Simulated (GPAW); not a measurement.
Runs of GPAW 26.7.0 on Fe. It takes space group Fmmm (No. 69, orthorhombic). The conventional cell has a = 2.997 Å, b = 3.883 Å, c = 3.930 Å, α = 90.00°, β = 90.00°, γ = 90.00°. Fe (site symmetry mmm) has 12 Fe at 2.45 to 2.76 Å as nearest neighbours. 

| task | level | potentials or basis | U | cell | k mesh | band path | band points | optimizer | fmax | max steps | gap on the mesh (eV) | pressure (GPa) | moment (μB) |
| --- | --- | --- | --- | --- | --- | --- | --- | --- | --- | --- | --- | --- | --- |
| band structure | PBEsol+U | PAW data sets generated in the run's folder for this functional, pw | Fe d U = 1 eV | as given | 11 × 11 × 11 | GYCDXGZD1HC,C1Z,XH1,HY,LG | 60 | - | - | - | - | (b) | (c) |
| band structure | PBEsol+U | PAW data sets generated in the run's folder for this functional, pw | Fe d U = 3 eV | as given | 11 × 11 × 11 | GYCDXGZD1HC,C1Z,XH1,HY,LG | 60 | - | - | - | - | 14.5 | 2.82 |
| band structure | LDA | the program's PAW data sets (release 1.2.1) made for this functional, pw | - | as given | 10 × 10 × 10 | GYCDXGZD1HC,C1Z,XH1,HY,LG | 80 | - | - | - | - | -17.8 | (a) |
| relaxation of cell and atoms | PBEsol | PAW data sets generated in the run's folder for this functional, pw | - | relaxed | 9 × 9 × 9 | - | - | BFGS | 0.02 eV/Å | 60 | none | 0.0 | 2.09 |
| single point | PBEsol | PAW data sets generated in the run's folder for this functional, pw | - | as given | 13 × 13 × 13 | - | - | - | - | - | none | -8.0 | 2.17 |

Alike in all rows: spin collinear, ferromagnetic start; cutoff (eV) 600; smearing fermi-dirac 0.05 eV.

Task: Fill in the values left out.

Result: (a) 2.15; (b) 3.7; (c) 2.61.

Caveats: the U is typed as a test and isn't derived for this compound (some runs); each step starts from the last one's moments, so a moment once lost doesn't come back (some runs); later steps reuse the first step's grids (some runs).

A k mesh can miss the band edges.

A gap of «none» marks a metal or a gap under the smearing width.

Not every run made on this cell is shown here.
